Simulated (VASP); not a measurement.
# BaO in VASP 6.6.1, single-point calculation

INCAR

```
ENCUT = 520
ISMEAR = 0
NBANDS = 15
PREC = Accurate
IBRION = -1
ISYM = 0
SIGMA = 0.01
METAGGA = R2SCAN
EDIFF = 0.0001
ALGO = Normal
LREAL = .FALSE.
LCHARG = .FALSE.
NELM = 96
ISIF = 2
LWAVE = .FALSE.
LASPH = .TRUE.
NSW = 0
```

KPOINTS

```
KPOINTS created by Atomic Simulation Environment
0
Gamma
4 4 4
0 0 0
```

POSCAR

```
Ba O
 1.0000000000000000
     0.0000000000000000    2.7442232547000001    2.7442232547000001
     2.7442232547000001    0.0000000000000000    2.7442232547000001
     2.7442232547000001    2.7442232547000001    0.0000000000000000
 Ba  O
   1   1
Cartesian
  0.0000000000000000  0.0000000000000000  0.0000000000000000
  2.7442232547000001  2.7442232547000001  2.7442232547000001
```

The recommended PBE PAW datasets give the neutral cell 16 valence electrons.

Command

```
mpirun -np 1 vasp_std
```

OSZICAR

```
N       E                     dE             d eps       ncg     rms          rms(c)
DAV:   1     0.511667747855E+02    0.51167E+02   -0.80190E+03  1080   0.102E+03
DAV:   2    -0.412069623963E+02   -0.92374E+02   -0.81824E+02  1489   0.207E+02
DAV:   3    -0.452713387526E+02   -0.40644E+01   -0.40378E+01  1451   0.438E+01
DAV:   4    -0.453166811408E+02   -0.45342E-01   -0.45339E-01  1221   0.477E+00
DAV:   5    -0.453174856703E+02   -0.80453E-03   -0.80452E-03  1410   0.508E-01    0.912E+00
DAV:   6    -0.376585852697E+02    0.76589E+01   -0.54522E+00  1262   0.197E+01    0.423E+00
DAV:   7    -0.377966829092E+02   -0.13810E+00   -0.21786E-01  1227   0.399E+00    0.233E+00
DAV:   8    -0.377973095333E+02   -0.62662E-03   -0.11858E-01  1164   0.339E+00    0.458E-01
DAV:   9    -0.377959845819E+02    0.13250E-02   -0.18686E-02  1360   0.102E+00    0.221E-01
DAV:  10    -0.377975164861E+02   -0.15319E-02   -0.86339E-03  1136   0.826E-01    0.283E-01
DAV:  11    -0.377957258071E+02    0.17907E-02   -0.39725E-03  1283   0.481E-01    0.131E-02
DAV:  12    -0.377957195398E+02    0.62673E-05   -0.17745E-04   979   0.116E-01
   1 F= -.37795720E+02 E0= -.37795720E+02  d E =-.121936E-65
```

Standard output (part)

```
POSCAR found type information on POSCAR BaO
 POSCAR found :  2 types and       2 ions
 LDA part: xc-table for (None), standard interpolation
 POSCAR, INCAR and KPOINTS ok, starting setup
 WAVECAR not read
 entering main loop
```

From OUTCAR

```
k-points           NKPTS =     36   k-points in BZ     NKDIM =     36   number of bands    NBANDS=     15

   NELECT =      16.0000    total number of electrons

   dimension x,y,z NGX =    30 NGY =   30 NGZ =   30
   dimension x,y,z NGXF=    60 NGYF=   60 NGZF=   60

  energy-cutoff  :      520.00
  volume of cell :       41.33
      direct lattice vectors                 reciprocal lattice vectors
     0.000000000  2.744223255  2.744223255    -0.182200919  0.182200919  0.182200919
     2.744223255  0.000000000  2.744223255     0.182200919 -0.182200919  0.182200919
     2.744223255  2.744223255  0.000000000     0.182200919  0.182200919 -0.182200919

 k-points in reciprocal lattice and weights: KPOINTS created by Atomic Simulation Env
   0.00000000  0.00000000  0.00000000       0.016
   0.25000000  0.00000000  0.00000000       0.031
   0.00000000  0.25000000  0.00000000       0.031
   0.00000000  0.00000000  0.25000000       0.031
   0.25000000  0.25000000  0.25000000       0.031
   0.50000000  0.00000000  0.00000000       0.016
   0.00000000  0.50000000  0.00000000       0.016
   0.00000000  0.00000000  0.50000000       0.016
   ...

 E-fermi :   1.9709

 k-point     1 :       0.0000    0.0000    0.0000
  band No.  band energies     occupation
      1     -24.8352      2.00000
      2     -14.2208      2.00000
      3      -8.8565      2.00000
      4      -8.8565      2.00000
      5      -8.8565      2.00000
      6       1.4000      2.00000
      7       1.4000      2.00000
      8       1.4000      2.00000
      9       6.1047      0.00000
     10       6.9538      0.00000
     11       6.9538      0.00000
     12       6.9538      0.00000
     13       9.4670      0.00000
     14       9.4670      0.00000
     15      12.2509      0.00000

 k-point     2 :       0.2500    0.0000    0.0000
  band No.  band energies     occupation
      1     -24.6868      2.00000
      2     -14.6007      2.00000
      3      -9.0048      2.00000
      4      -8.9185      2.00000
      5      -8.9185      2.00000
      6       0.4611      2.00000
      7       0.7486      2.00000
      8       0.7486      2.00000
      9       6.6981      0.00000
     10       8.0876      0.00000
     11       8.0876      0.00000
     12       8.3729      0.00000
     13      10.9472      0.00000
     14      10.9472      0.00000
     15      15.4915      0.00000

 k-point     3 :       0.0000    0.2500    0.0000
  band No.  band energies     occupation
      1     -24.6868      2.00000
      2     -14.6007      2.00000
      3      -9.0048      2.00000
      4      -8.9185      2.00000
      5      -8.9185      2.00000
      6       0.4611      2.00000
      7       0.7486      2.00000
      8       0.7486      2.00000
      9       6.6981      0.00000
     10       8.0876      0.00000
     11       8.0876      0.00000
     12       8.3729      0.00000
     13      10.9472      0.00000
     14      10.9472      0.00000
     15      15.4915      0.00000

 ...

  Total        1.1950657      1.1950308      1.1950741     -0.0000716     -0.0000932     -0.0000681
  in kB       46.3248523     46.3235001     46.3251802     -0.0027748     -0.0036119     -0.0026411
  external PRESSURE =      46.3245108 kB  Pullay stress =       0.0000000 kB

 POSITION                                       TOTAL-FORCE (eV/Angst)
 -----------------------------------------------------------------------------------
      0.00000      0.00000      0.00000         0.000000      0.000001      0.000000
      2.74422      2.74422      2.74422        -0.000000     -0.000001     -0.000000
 -----------------------------------------------------------------------------------
    total drift:                               -0.000000     -0.000001     -0.000000

  FREE ENERGIE OF THE ION-ELECTRON SYSTEM (eV)
  ---------------------------------------------------
  free  energy   TOTEN  =       -37.7957195398 eV

  energy  without entropy=      -37.7957195398  energy(sigma->0) =      -37.79571954
```

It converged. Results: gap between bands v and c on the k mesh 2.21 eV; least direct gap on the k mesh 2.21 eV; pressure 4.6 GPa. Band v is the last that the valence electrons fill when counted band by band, and c is the next.

For comparison, a separate r²SCAN run of the intended cell, on usual settings and not on those above, gives a gap of 2.21 eV on its mesh and a pressure of 4.3 GPa.

The run above took about 62 s on one core of a shared host (Intel Xeon Platinum 8488C) and held 0.18 GiB at most.
